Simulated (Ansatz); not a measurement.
# KF5: the cost of one run

Computed with Ansatz 0.2.0 (DFT PBE, scalar-relativistic, plane waves, PAW, unless a step's input says otherwise).

3 further runs of the same task are left out: 3 set aside as unsound or not needed.

**1. Starting point**

Symmetry: P6/mmm, No. 191, hexagonal system. Conventional cell: a = 5.753 Å, b = 5.753 Å, c = 4.621 Å, α = 90.00°, β = 90.00°, γ = 120.00°. K (site symmetry 6/mmm) is surrounded by 18 F at 3.32 to 3.69 Å. F (site symmetry -6m2) is surrounded by 9 F at 2.85 to 3.32 Å and 3 K at 3.32 Å. F (site symmetry mmm) is surrounded by 8 F at 2.85 to 2.88 Å and 4 K at 3.69 Å.

Structure file:

```
CELL_PARAMETERS angstrom
5.75309 0.00000 0.00000
-2.87654 4.98232 0.00000
0.00000 0.00000 4.62059
ATOMIC_POSITIONS crystal
K 0.00000 0.00000 0.00000
F 0.33333 0.66667 0.00000
F 0.66667 0.33333 0.00000
F 0.50000 0.00000 0.50000
F 0.50000 0.50000 0.50000
F 0.00000 0.50000 0.50000
```

This is candidate A: CaCu5 type (P6/mmm, No. 191).

(A quick probe on a coarse mesh, which set the mesh and smearing, is not shown.)

**3. A loose first relaxation (candidate A)**

input.yaml reads:

```yaml
crystal:
  lattice:
    - [5.7530865398, 0.0, 0.0]
    - [-2.8765432699, 4.9823190936, 0.0]
    - [0.0, 0.0, 4.6205891894]
  atoms:
    - { symbol: K, position: [0.0, 0.0, 0.0] }
    - { symbol: F, position: [0.3333333333, 0.6666666667, 0.0], spin: 0.87 }
    - { symbol: F, position: [0.6666666667, 0.3333333333, 0.0], spin: 0.87 }
    - { symbol: F, position: [0.5, 0.0, 0.5], spin: 0.9 }
    - { symbol: F, position: [0.5, 0.5, 0.5], spin: 0.9 }
    - { symbol: F, position: [0.0, 0.5, 0.5], spin: 0.9 }
basis:
  ecutwfc: 420
kpoints:
  mp_grid: { grid: [6, 6, 4] }
hamiltonian:
  xc: pbe
scf:
  occupations: { method: gaussian, width: 0.1 }
  lower_state_search: "off"
output:
  forces: true
  stress: true
  eigenvalues: true
  populations: true
magnetization:
  spin_polarized: true
relax:
  adjacent_minimum: "off"
  f_tol: 0.04
  max_steps: 70
  cell: { stress_tol: 0.4 }
```

Run with:

```
$ ansatz run input.yaml --threads 1 --pin off --max-ram 2560MiB --backend cpu --events-out ev --progress --plain --runs-dir out
```

**Question.** How long does this run take on 1 thread of Intel Xeon Platinum 8259CL at 2.50GHz (Skylake/Cascade Lake), shared host, and how much memory does it need?

About 2 min, with a peak of 0.52 GiB.
